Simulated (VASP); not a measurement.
Crystal: BeSe.

```
Be Se
1.0
     0.00000    2.58104    2.58104
     2.58104    0.00000    2.58104
     2.58104    2.58104    0.00000
Be Se
1 1
Cartesian
  0.0000 0.0000 0.0000
  1.2905 1.2905 1.2905
```

Base run:

- Program: VASP 6.6.1
- Functional: PBEsol
- Potentials or basis: VASP PAW PBE potentials, release 64 (Be, Se)
- Cutoff: 520 eV
- k mesh: 6 × 6 × 6
- Occupations: gaussian, width 0.01 eV
- Spin: no spin polarisation

Its results: band gap on the k mesh 2.49 eV, indirect (least direct gap 4.15 eV); pressure -1.2 GPa.

**Question.** The run is repeated on the same cell with these changes: functional from PBEsol to HSE06; k mesh from 6 × 6 × 6 to 4 × 4 × 4. What comes out?

**Answer.** Band gap on the k mesh 3.51 eV, indirect (least direct gap 5.40 eV); pressure -0.4 GPa.

Several settings changed at once, so the effect can't be laid on one alone.

Caveats: some runs use coarse meshes; the PAW data sets were made with another functional, which shifts forces and pressure a little.

A k mesh can miss the band edges.
